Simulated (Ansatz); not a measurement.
Input and command of a calculation in Ansatz (plane waves; scalar-relativistic PAW potentials unless the input names others):

```yaml
crystal:
  lattice:
    - [3.8454929876, 0.0, 0.0]
    - [-1.9227464938, 3.3302946173, 0.0]
    - [0.0, 0.0, 12.6106666232]
  atoms:
    - { symbol: ZNx, position: [0.3333333333, 0.6666666667, 0.0026098951] }
    - { symbol: Zn, position: [0.3333333333, 0.6666666667, 0.5026098951] }
    - { symbol: Zn, position: [0.6666666667, 0.3333333333, 0.2526098951] }
    - { symbol: Zn, position: [0.6666666667, 0.3333333333, 0.7526098951] }
    - { symbol: S, position: [0.3333333333, 0.6666666667, 0.1898901049] }
    - { symbol: S, position: [0.3333333333, 0.6666666667, 0.6898901049] }
    - { symbol: S, position: [0.6666666667, 0.3333333333, 0.4398901049] }
    - { symbol: S, position: [0.6666666667, 0.3333333333, 0.9398901049] }
basis:
  ecutwfc: 420
kpoints:
  mp_grid: { grid: [12, 12, 2] }
hamiltonian:
  xc: pbe
scf:
  occupations: { method: gaussian, width: 0.05 }
  max_iter: 100
output:
  forces: true
  eigenvalues: true
  stress: true
```

```bash
ansatz run input.yaml --threads 2 --pin off --max-ram 5120MiB --backend cpu --events-out ev --progress --plain --runs-dir out
```

What is wrong with this input?

The program refuses it, because of an unknown element (crystal.atoms[0].symbol: "Zn" → "ZNx"). With the sound run's settings it is accepted.

Abridged log:
```
Error: YAML parse error: error: line 7 column 17: `ZNx` is not an element symbol (H … Og, case-exact)
 --> <input>:7:17
  |
5 |     - [0.0, 0.0, 12.6106666232]
6 |   atoms:
7 |     - { symbol: ZNx, position: [0.3333333333, 0.6666666667, 0.0026098951] }
  |                 ^ `ZNx` is not an element symbol (H … Og, case-exact)
8 |     - { symbol: Zn, position: [0.3333333333, 0.6666666667, 0.5026098951] }
9 |     - { symbol: Zn, position: [0.6666666667, 0.3333333333, 0.2526098951] }
  |
```